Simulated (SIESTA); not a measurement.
**CuCl2 under changes of volume**

One of the cells (46.505 Å³/atom); the others are scaled copies at fixed shape and fractional positions:

```
CELL_PARAMETERS angstrom
-2.25486 2.25486 6.85990
2.25486 -2.25486 6.85990
2.25486 2.25486 -6.85990
ATOMIC_POSITIONS crystal
Cu 0.00000 0.00000 0.00000
Cl 0.00000 0.50000 0.50000
Cl 0.50000 0.00000 0.50000
```

Measurements of this composition are mostly on another form, of space group No. 12.

| Item | Value |
| --- | --- |
| Program | SIESTA 5.4.2 |
| Functional | LDA |
| Potentials or basis | PseudoDojo 0.4 standard (LDA files) |
| Basis | DZP (energy shift 0.003 Ry; two zetas on semicore shells) |
| Grid cutoff | 800 Ry |
| Energy shift | 0.003 Ry |
| k mesh | 8 × 8 × 8 |
| Occupations | fermi-dirac, width 0.05 eV |
| Spin | no spin polarisation |

| volume (Å³/atom) | energy over the lowest point (meV/atom) | pressure (GPa) |
| --- | --- | --- |
| 43.714 | 0.00 | 0.3 |
| 44.644 | 0.05 | -0.3 |
| 45.574 | 3.40 | -0.8 |
| 46.505 | 9.63 | -1.3 |
| 47.435 | 18.45 | -1.7 |
| 48.365 | 29.52 | -2.1 |
| 49.295 | ? | ? |

Problem. What does the run at 49.295 Å³/atom give?

Solution. Energy over the lowest point 42.57 meV/atom; pressure -2.4 GPa.

Worked out: A Birch-Murnaghan fit of order 3 (a polynomial in V^(-2/3)) to the other rows has its minimum at 44.16 Å³/atom with B0 = V·E''(V) = 29 GPa and B' = 4.8 at fixed shape and positions, which overstates the stiffness. It gives 42.60 meV/atom at 49.295 Å³/atom, against the run's 42.57, and -dE/dV = -2.4 GPa, against -2.4.

Energies are extrapolated to zero smearing.

Caveats: short orbitals over semicore shells can move pressures by several GPa; the basis of atomic orbitals isn't converged, which shifts pressures, moduli and gaps; an odd number of electrons without spin polarisation forces a metal; a magnetic or distorted state may lie lower; the run has no spin polarisation, though such a crystal can be magnetic.
